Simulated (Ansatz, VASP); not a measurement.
## AlN: VASP beside Ansatz

```
Al N
1.0
     0.00000    2.17114    2.17114
     2.17114    0.00000    2.17114
     2.17114    2.17114    0.00000
Al N
1 1
Direct
  0.00000 0.00000 0.00000
  0.25000 0.25000 0.25000
```

Change from the starting cell: unstrained, PAW files.

Alike in both runs: task single point; functional LDA; k mesh 8 × 8 × 8; no spin polarisation.

|  | VASP | Ansatz |
| --- | --- | --- |
| version | VASP 6.6.1 | Ansatz 0.2.0 |
| potentials or method | VASP PAW LDA potentials, release 64 (Al, N) | PAW with Ansatz's default frozen-core files, scalar-relativistic |
| plane-wave cutoff (eV) | 520 | 420 |
| occupations | gaussian, width 0.01 eV | fixed |
| valence electrons in the cell | 8 | 8 |

```tsv
	VASP	Ansatz	Ansatz less VASP
gap on the k mesh at the Fermi level (eV)	3.23	3.25	+0.022
pressure (GPa)	0.6	0.0	-0.63
```

A k mesh can miss the band edges.
